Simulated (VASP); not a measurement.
Input of a VASP 6.6.1 run:

INCAR

```
PREC = Accurate ; ENCUT = 520
EDIFF = 1E-6 ; ISMEAR = 0
SIGMA = 0.05 ; LREAL = False
LASPH = True ; NELM = 80
ALGO = Normal ; ISIF = 2
LWAVE = False ; LCHARG = False
NBANDS = 16
```

The input KPOINTS:

```
Automatic mesh
0
Gamma
  8 8 6
```

POSCAR

```
AlN
1.0
    0.0000000000     -2.0390123106     -2.0390123106
    0.0000000000      2.0390123106     -2.0390123106
    4.0780246211      0.0000000000      0.0000000000
Al N
2 2
Direct
    0.5111691724      0.4888308276      0.0000000000
   -0.0111691724      0.0111691724      0.5000000000
    0.4954255797      0.5045744203      0.5000000000
    0.0045744203      0.9954255797      0.0000000000
```

Potentials or basis: VASP PAW LDA potentials, release 64 (Al, N).

Run with:

```sh
$ cat potpaw_LDA.64/Al/POTCAR potpaw_LDA.64/N/POTCAR > POTCAR
$ mpirun -np 1 vasp_std > vasp.out
```

(1) Predict the largest force.

(2) What does it give for the band gap on the k mesh?

(3) What does it give for the pressure?

Results:

(1) 0.439 eV/Å.

(2) 4.20 eV.

(3) -11.8 GPa.
